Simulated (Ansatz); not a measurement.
The system is Al2O3.

```
Al O
1.0
     4.61378    0.00000    0.00000
     0.00000    9.56328    0.00000
     0.00000    0.00000    3.11986
Al O
4 6
Direct
  0.98298 0.82457 0.00000
  0.01702 0.17543 0.00000
  0.48297 0.67543 0.50000
  0.51702 0.32457 0.50000
  0.50000 0.50000 0.50000
  0.12363 0.75305 0.50000
  0.37637 0.25305 0.00000
  0.62364 0.74695 0.00000
  0.00000 0.00000 0.00000
  0.87636 0.24695 0.50000
```

Measurements of this composition are mostly on another form, of space group No. 167.

Base run:

- Program: Ansatz 0.2.0
- Functional: PBEsol
- Potentials or basis: Ansatz PAW
- Cutoff: 420 eV
- Density cutoff: 1680 eV
- k mesh: 5 × 3 × 7
- Occupations: fermi-dirac, width 0.05 eV
- Spin: no spin polarisation

Its results: band gap on the k mesh 3.43 eV, direct; pressure -2.6 GPa; largest force 0.173 eV/Å.

Problem. After a change of settings the same cell gave: band gap on the k mesh 3.36 eV, direct; pressure -6.5 GPa; largest force 0.203 eV/Å. Which change was it?
A. functional from PBEsol to LDA
B. functional from PBEsol to BLYP
C. functional from PBEsol to BLYP; k mesh from 5 × 3 × 7 to 6 × 3 × 9
D. functional from PBEsol to r2SCAN; cutoff from 420 eV to 500 eV; density cutoff from 1680 eV to 2000 eV; k mesh from 5 × 3 × 7 to 6 × 3 × 9

Solution. A.

LDA binds more tightly than PBEsol, so the same cell stands under less pressure.

Caveats: the PAW data sets come from PBE, with cores solved anew for the run's functional, which leaves a small shift of forces and pressure.

Not every run made on this cell is shown here.
